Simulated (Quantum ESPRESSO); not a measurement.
**SnO under changes of volume**

One of the cells (17.769 Å³/atom); the others are scaled copies at fixed shape and fractional positions:

```
Sn O
1.0
     3.81370    0.00000    0.00000
     0.00000    3.81370    0.00000
     0.00000    0.00000    4.88691
Sn O
2 2
Direct
  0.50000 0.00000 0.76463
  0.00000 0.50000 0.23537
  0.00000 0.00000 0.00000
  0.50000 0.50000 0.00000
```

The cell is a database's computed one.

| Quantity | Value |
| --- | --- |
| Program | Quantum ESPRESSO 7.5 |
| Functional | r2SCAN |
| Potentials or basis | SG15 PBE 1.2 |
| Cutoff | 1197 eV |
| Density cutoff | 4789 eV |
| k mesh | 4 × 4 × 3 |
| Occupations | fermi-dirac, width 0.05 eV |
| Spin | no spin polarisation |

```tsv
volume (Å³/atom)	energy over the lowest point (meV/atom)	pressure (GPa)	gap on the mesh (eV)	largest force (eV/Å)
16.703	17.56	6.2	0.30	0.696
17.058	?	?	?	?
17.414	0.83	1.4	0.47	0.034
17.769	0.00	-0.7	0.55	0.257
18.125	3.51	-2.5	0.62	0.519
18.480	10.92	-4.2	0.69	0.768
18.835	21.82	-5.7	0.75	0.992
```

Q: What does the run at 17.058 Å³/atom give?

A: Energy over the lowest point 6.50 meV/atom; pressure 3.7 GPa; gap on the mesh 0.39 eV; largest force 0.350 eV/Å.

Worked out: A Birch-Murnaghan fit of order 3 (a polynomial in V^(-2/3)) to the other rows has its minimum at 17.66 Å³/atom with B0 = V·E''(V) = 101 GPa and B' = 4.3 at fixed shape and positions, which overstates the stiffness. It gives 6.51 meV/atom at 17.058 Å³/atom, against the run's 6.50, and -dE/dV = 3.7 GPa, against 3.7. A straight line through the other rows of the gap, of slope 3.76 eV per unit of ln V, gives 0.39 eV, against the run's 0.39.

Energies are extrapolated to zero smearing.

Caveats: all runs use coarse meshes; the potentials were made for another functional, which shifts forces and pressure; spin-orbit coupling is left out, which moves the levels of the heavy elements; an odd mesh through Γ misses points on the zone boundary, where band edges often lie.
